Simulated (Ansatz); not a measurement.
# AlRu: a strain scan

This session takes AlRu and sets out to see how energy and stress answer to the strain pattern (1, -1, 0, 0, 0, 0).

Computed with Ansatz 0.2.0 (DFT PBEsol, scalar-relativistic, plane waves, PAW, unless a step's input says otherwise).

1 further run of the same task is left out (set aside as unsound or not needed). Runs told in other sessions of the task aren't counted.

**1. The system as given**

It takes space group Pm-3m (No. 221, cubic). The conventional cell has a = 2.976 Å, b = 2.976 Å, c = 2.976 Å, α = 90.00°, β = 90.00°, γ = 90.00°. Al (site symmetry m-3m) is surrounded by 8 Ru at 2.58 Å. Ru (site symmetry m-3m) has 8 Al at 2.58 Å in its first shell of neighbours.

As a file:

```cif
data_structure
_symmetry_space_group_name_H-M 'P 1'
_symmetry_Int_Tables_number 1
_cell_length_a 2.9764
_cell_length_b 2.9764
_cell_length_c 2.9764
_cell_angle_alpha 90.000
_cell_angle_beta 90.000
_cell_angle_gamma 90.000
_cell_volume 26.37
loop_
_atom_site_label
_atom_site_type_symbol
_atom_site_fract_x
_atom_site_fract_y
_atom_site_fract_z
_atom_site_occupancy
Al1 Al 0.00000 0.00000 0.00000 1
Ru1 Ru 0.50000 0.50000 0.50000 1
```

It is the result of an earlier relaxation at this level (volume 13.18 Å³/atom; gap on the mesh: none (metal)).

**2. Zero of energy**

The reference gives a free energy of -6342.3145 eV, pressure -0.02 GPa, largest force 0.000 eV/Å and gap on the mesh none (metal). It was computed beforehand with the settings of the runs below.

**3. Setting up a strain scan**

The cell is strained by ε times the Voigt pattern (1, -1, 0, 0, 0, 0) (xx, yy, zz, yz, xz, xy; engineering shear), with fractional coordinates fixed (clamped ions). The stress on the pattern is the sum of the stress components weighted by it, tension positive.

**4. ε = -0.1500**

Contents of input.yaml:

```yaml
crystal:
  lattice:
    - [2.5299466494, 0.0, 0.0]
    - [0.0, 3.4228689962, 0.0]
    - [0.0, 0.0, 2.9764078228]
  atoms:
    - { symbol: Al, position: [0.0, 0.0, 0.0] }
    - { symbol: Ru, position: [0.5, 0.5, 0.5] }
basis:
  ecutwfc: 420
kpoints:
  mp_grid: { grid: [20, 20, 20] }
hamiltonian:
  xc: pbesol
scf:
  occupations: { method: gaussian, width: 0.15 }
output:
  forces: true
  stress: true
  eigenvalues: true
```

Launch:

```console
$ ansatz run input.yaml --threads 1 --pin off --max-ram 2560MiB --backend cpu --events-out ev --progress --plain --runs-dir out
```

**5. At ε = 0.1125**

Changes to input.yaml since step 4:

```diff
@@ -2,4 +2,4 @@
   lattice:
-    - [2.5299466494, 0.0, 0.0]
-    - [0.0, 3.4228689962, 0.0]
+    - [3.3112537029, 0.0, 0.0]
+    - [0.0, 2.6415619427, 0.0]
     - [0.0, 0.0, 2.9764078228]
@@ -20 +20,5 @@
   eigenvalues: true
+  write_density: true
+  write_potential: true
+  elf: true
+  volumetric_format: npy
```

**6. At ε = -0.0750**

Changes to input.yaml since step 5:

```diff
@@ -2,4 +2,4 @@
   lattice:
-    - [3.3112537029, 0.0, 0.0]
-    - [0.0, 2.6415619427, 0.0]
+    - [2.7531772361, 0.0, 0.0]
+    - [0.0, 3.1996384095, 0.0]
     - [0.0, 0.0, 2.9764078228]
@@ -20,5 +20 @@
   eigenvalues: true
-  write_density: true
-  write_potential: true
-  elf: true
-  volumetric_format: npy
```

**7. Point ε = 0.0375**

Changes to input.yaml since step 6:

```diff
@@ -2,4 +2,4 @@
   lattice:
-    - [2.7531772361, 0.0, 0.0]
-    - [0.0, 3.1996384095, 0.0]
+    - [3.0880231162, 0.0, 0.0]
+    - [0.0, 2.8647925294, 0.0]
     - [0.0, 0.0, 2.9764078228]
```

**8. Point ε = 0.1312**

Changes to input.yaml since step 7:

```diff
@@ -2,4 +2,4 @@
   lattice:
-    - [3.0880231162, 0.0, 0.0]
-    - [0.0, 2.8647925294, 0.0]
+    - [3.3669125292, 0.0, 0.0]
+    - [0.0, 2.5859031164, 0.0]
     - [0.0, 0.0, 2.9764078228]
@@ -20 +20,5 @@
   eigenvalues: true
+  write_density: true
+  write_potential: true
+  elf: true
+  volumetric_format: npy
```

**9. Point ε = 0.0937**

Changes to input.yaml since step 8:

```diff
@@ -2,4 +2,4 @@
   lattice:
-    - [3.3669125292, 0.0, 0.0]
-    - [0.0, 2.5859031164, 0.0]
+    - [3.2552972358, 0.0, 0.0]
+    - [0.0, 2.6975184098, 0.0]
     - [0.0, 0.0, 2.9764078228]
@@ -20,5 +20 @@
   eigenvalues: true
-  write_density: true
-  write_potential: true
-  elf: true
-  volumetric_format: npy
```

**10. Point ε = 0.0562**

Changes to input.yaml since step 9:

```diff
@@ -2,4 +2,4 @@
   lattice:
-    - [3.2552972358, 0.0, 0.0]
-    - [0.0, 2.6975184098, 0.0]
+    - [3.1436819424, 0.0, 0.0]
+    - [0.0, 2.8091337032, 0.0]
     - [0.0, 0.0, 2.9764078228]
```

**11. Point ε = 0.0187**

Changes to input.yaml since step 10:

```diff
@@ -2,4 +2,4 @@
   lattice:
-    - [3.1436819424, 0.0, 0.0]
-    - [0.0, 2.8091337032, 0.0]
+    - [3.0320666491, 0.0, 0.0]
+    - [0.0, 2.9207489965, 0.0]
     - [0.0, 0.0, 2.9764078228]
@@ -20 +20,5 @@
   eigenvalues: true
+  write_density: true
+  write_potential: true
+  elf: true
+  volumetric_format: npy
```

(Steps that only read results are left out.)

**Question.** What will these runs give? Wanted: slope of the stress at ε = 0, from the points at -0.0750, 0 and 0.0187.

As calculated:

```
                                                              quantity    value
slope of the stress at ε = 0, from the points at -0.0750, 0 and 0.0187  363 GPa
```

In words: The slope of the stress at zero strain, 363 GPa, estimates C11 + C22 − 2 C12 with clamped ions in this Cartesian frame; letting the atoms relax could not make it stiffer. The step is wide, so higher orders mix in. No sampled point lies below the undisturbed cell.
